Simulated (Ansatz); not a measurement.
W, one cell by several methods

```
W
1.0
     0.00000    1.96910    2.03000
     1.96910    0.00000    2.03000
     1.96910    1.96910    0.00000
W
1
Direct
  0.00000 0.00000 0.00000
```

The geometry is COD entry 1534935, unchecked; take it as a test cell. The listed cell was then made from it by scaling, straining or moving an atom.

Spin–orbit coupling is left out, though it moves levels of the heavy atoms by tenths of an eV or more.

Methods: DFT, PBE, PAW with Ansatz's default frozen-core files, scalar-relativistic (Ansatz 0.2.0); DFT, PBE, all-electron PAW with datasets made for the crystal, scalar-relativistic (Ansatz 0.2.0); DFT, PBE, all-electron LAPW, scalar-relativistic (Ansatz 0.2.0).

For PAW: a Γ-centred 14×14×14 k mesh, Fermi–Dirac smearing of 0.05 eV, cutoff 420 eV, no spin polarisation. The crystal-made all-electron datasets (AE datasets) take a cutoff of 300 eV at this cell. LAPW targets a basis error of 0.25 meV/atom. The Ansatz runs share mesh, smearing and spin set-up. Plane-wave (PAW) pressures include the program's estimate of the Pulay term.

Stress and pressure are positive in compression.

The change that made this cell: equal xx and yy strain of -3 %.

Spin–orbit coupling is left out, which moves gradients at and beside heavy atoms by some per cent and at worst by a factor of two.

In a metal, gradients converge slowly with the k mesh: the values move by tens of per cent from one mesh to another, at times in sign, so only the comparison on one mesh counts.

```json
{"quantity": "pressure (GPa)", "PAW": "13.66", "AE datasets": "13.70", "LAPW": "13.70"}
{"quantity": "stress xx (GPa)", "PAW": "10.90", "AE datasets": "10.94", "LAPW": "10.94"}
{"quantity": "stress zz (GPa)", "PAW": "19.19", "AE datasets": "19.24", "LAPW": "19.23"}
{"quantity": "field gradient Vzz at W (10²¹ V/m²)", "PAW": "?", "AE datasets": "?", "LAPW": "–"}
```

Give the missing entry: row "field gradient Vzz at W (10²¹ V/m²)", column "AE datasets".

-2.17.

What belongs in the row "field gradient Vzz at W (10²¹ V/m²)", column "PAW"?

-2.29.
